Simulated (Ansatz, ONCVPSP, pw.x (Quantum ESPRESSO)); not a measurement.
# What a changed setting does to a pw.x run (fcc Mo)

Potential: optimised norm-conserving Vanderbilt (ONCV), ONCVPSP 4.0.1.1 (patched build), LDA (Perdew-Wang 92); core [Ar] 3d10, reference 4s2 4p6 4d5 5s1; waves: 4s+5s: rc 1.80 bohr, ncon 3, nbas 7, qcut 7.7 1/bohr, 2 projectors; 4p: rc 1.75 bohr, ncon 5, nbas 8, qcut 11 1/bohr, 1 projector; 4d: rc 2.40 bohr, ncon 5, nbas 9, qcut 6.6 1/bohr, 2 projectors, debl 2.6 Ha; local part: polynomial inside 1.60 bohr (lpopt 5, dvloc0 1 Ha); core correction: none.

The reference run (k-mesh 14³, cutoffs 100/400 Ry, Fermi–Dirac 0.01 Ry, mixing_beta 0.4, conv_thr 1e-9, no spin) gives -3.70 GPa at 15.256 Å³/atom, where all-electron LAPW gives 0.23 GPa. This run, with its own iteration cap, changes ecutrho/ecutwfc to 16.

```
&control
  calculation='scf', prefix='x', pseudo_dir='./', outdir='./tmp', tstress=.true., disk_io='none'
/
&system
  ibrav=0, nat=1, ntyp=1, ecutwfc=100, ecutrho=1600, nbnd=15,
  occupations='smearing', smearing='fd', degauss=0.01
/
&electrons
  conv_thr=1e-09, mixing_beta=0.4, electron_maxstep=60
/
ATOMIC_SPECIES
Mo 1.0 Mo.UPF
CELL_PARAMETERS angstrom
  0.00000000 1.96850669 1.96850669
  1.96850669 0.00000000 1.96850669
  1.96850669 1.96850669 0.00000000
ATOMIC_POSITIONS crystal
Mo 0.0000 0.0000 0.0000
K_POINTS automatic
14 14 14 0 0 0
```

```bash
pw.x < Mo.scf.in > Mo.scf.out
```

Question: How does the run end?

Answer: It converges in 9 iterations; the free energy moves by +0.0 meV/atom and the pressure by +0.00 GPa. The result is that of the reference run.

```
Message from routine setup:
     no reason to have ecutrho>4*ecutwfc
     Message from routine setup:
     using ibrav=0 with symmetry is DISCOURAGED, use correct ibrav instead
     lattice parameter (alat)  =       5.2608  a.u.
     unit-cell volume          =     102.9526 (a.u.)^3
     number of electrons       =        14.00
     number of Kohn-Sham states=           15
     kinetic-energy cutoff     =     100.0000  Ry
     charge density cutoff     =    1600.0000  Ry
     scf convergence threshold =      1.0E-09
     Exchange-correlation= SLA  PW   NOGX NOGC
     number of k points=   104  Fermi-Dirac smearing, width (Ry)=  0.0100
     iteration #  1     ecut=   100.00 Ry     beta= 0.40
     total energy              =    -136.51441861 Ry
     estimated scf accuracy    <       0.10919813 Ry
     iteration #  2     ecut=   100.00 Ry     beta= 0.40
     total energy              =    -136.51941222 Ry
     estimated scf accuracy    <       0.01182430 Ry
     iteration #  3     ecut=   100.00 Ry     beta= 0.40
     total energy              =    -136.52086089 Ry
     estimated scf accuracy    <       0.00095291 Ry
     [... 3 iterations left out ...]
     iteration #  7     ecut=   100.00 Ry     beta= 0.40
     total energy              =    -136.52097269 Ry
     estimated scf accuracy    <       0.00000006 Ry
     iteration #  8     ecut=   100.00 Ry     beta= 0.40
     total energy              =    -136.52097271 Ry
     estimated scf accuracy    <          7.3E-09 Ry
     iteration #  9     ecut=   100.00 Ry     beta= 0.40
     the Fermi energy is    21.2010 ev
!    total energy              =    -136.52097271 Ry
     estimated scf accuracy    <          5.4E-10 Ry
     smearing contrib. (-TS)   =      -0.00561938 Ry
     The total energy is F=E-TS. E is the sum of the following terms:
     one-electron contribution =     -17.47888150 Ry
     hartree contribution      =      17.33360244 Ry
     xc contribution           =     -15.58407712 Ry
     ewald contribution        =    -120.78599714 Ry
     convergence has been achieved in   9 iterations
          total   stress  (Ry/bohr**3)                   (kbar)     P=      -37.01
     Message from routine punch:
     Nothing written, as per user request (disk_io='none')
```

The run took about 74 s on one core of a shared host (Neoverse-N1, 64 threads, 126 GiB, load 46).
